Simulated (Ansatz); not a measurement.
Theory: DFT PBE, scalar-relativistic, plane waves, PAW (Ansatz). All cells share a 420 eV cutoff and Γ-centred k meshes spaced at most about 0.3 Å⁻¹ (2π included). No spin polarisation.

Temperature and zero-point effects are left out.

Two relaxed structures of Be₂S₅:

A.

```
Be S
1.0
     6.93380    0.00000    0.00000
    -3.46690    6.00485    0.00000
     0.00000    0.00000    9.64625
Be S
4 10
Cartesian
  0.0000 0.0000 9.6196
  1.7326 3.0029 9.5803
  -1.7326 3.0029 9.5803
  0.0000 6.0038 9.5803
  -1.7343 5.0045 0.0051
  0.0000 2.0007 0.0051
  1.7343 5.0045 0.0051
  3.4669 2.0016 9.4614
  1.6232 3.0661 5.6236
  0.0000 2.1289 4.7328
  -1.6232 3.0661 5.6236
  0.0000 5.8776 5.6236
  -1.6232 4.9404 4.7328
  1.6232 4.9404 4.7328
```

B.

```
Be S
1.0
     2.66261   -2.41583    0.00000
     2.66261    2.41583    0.00000
    -0.83849    0.00000    9.43265
Be S
2 5
Direct
  0.51509 0.00497 0.12611
  0.99503 0.48491 0.87389
  0.47791 0.37235 0.75559
  0.14747 0.60815 0.57175
  0.62765 0.52209 0.24441
  0.39185 0.85253 0.42825
  0.99501 0.00499 0.00000
```

Task: Which form is favoured at zero pressure, and by what margin per atom?

Result: A is lower, by 101 meV/atom. A has space group P3m1 (No. 156), 28.7 Å³/atom and a gap of 2.21 eV on its mesh; B has space group C2 (No. 5), 17.3 Å³/atom and a gap of 0.99 eV. Counting S atoms around Be (those within 1.25 times the shortest such distance or 1.15 times the sum of covalent radii, 1.27 where that leaves under three), A has Be 3 and B has Be 4. A and B both hold S–S units of three or more atoms. Both come from invented guesses.

Weakly bound directions are ill-defined at this level, which has no dispersion term (P3m1), and this can change margins and order among such cells. Kohn–Sham gaps at this level usually fall short of measured ones. Cells relaxed within their symmetry can be saddle points.
